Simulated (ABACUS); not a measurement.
**Bi under changes of volume**

One of the cells (35.070 Å³/atom); the others are scaled copies at fixed shape and fractional positions:

```xyz
2
Lattice="2.2675 1.3091 3.9380 -2.2675 1.3091 3.9380 0.0000 -2.6183 3.9380" Properties=species:S:1:pos:R:3 pbc="T T T"
Bi    0.0000    0.0000    9.0495
Bi    0.0000    0.0000    2.7645
```

```yaml
Program: ABACUS 3.10.1
Functional: PBEsol
Potentials_or_basis: PseudoDojo NC SR 0.4.1 PBEsol standard
Cutoff: 898 eV
Density_cutoff: 3592 eV
Basis: plane waves
k_mesh: 7 × 7 × 7
Occupations: fermi-dirac, width 0.05 eV
Spin: no spin polarisation
```

```csv
volume (Å³/atom),energy over the lowest point (meV/atom),pressure (GPa),gap on the mesh (eV),largest force (eV/Å)
32.965,?,?,?,?
33.667,6.67,1.9,0.28,0.348
34.368,0.96,0.7,0.27,0.247
35.070,0.00,-0.3,0.26,0.152
35.771,3.30,-1.2,0.25,0.064
36.472,10.39,-2.1,0.24,0.018
37.174,20.86,-2.8,0.24,0.096
```

Question: What does the run at 32.965 Å³/atom give?

Answer: Energy over the lowest point 17.73 meV/atom; pressure 3.1 GPa; gap on the mesh 0.30 eV; largest force 0.457 eV/Å.

Worked out: A Birch-Murnaghan fit of order 3 (a polynomial in V^(-2/3)) to the other rows has its minimum at 34.87 Å³/atom with B0 = V·E''(V) = 50 GPa and B' = 4.7 at fixed shape and positions, which overstates the stiffness. It gives 17.75 meV/atom at 32.965 Å³/atom, against the run's 17.73, and -dE/dV = 3.2 GPa, against 3.1. A straight line through the other rows of the gap, of slope -0.433 eV per unit of ln V, extrapolates to 0.29 eV, against the run's 0.30.

Energies are extrapolated to zero smearing.

Caveats: spin-orbit coupling is left out, which as a rule narrows the gap of such compounds by several tenths of an eV; an odd mesh through Γ misses points on the zone boundary, where band edges often lie.
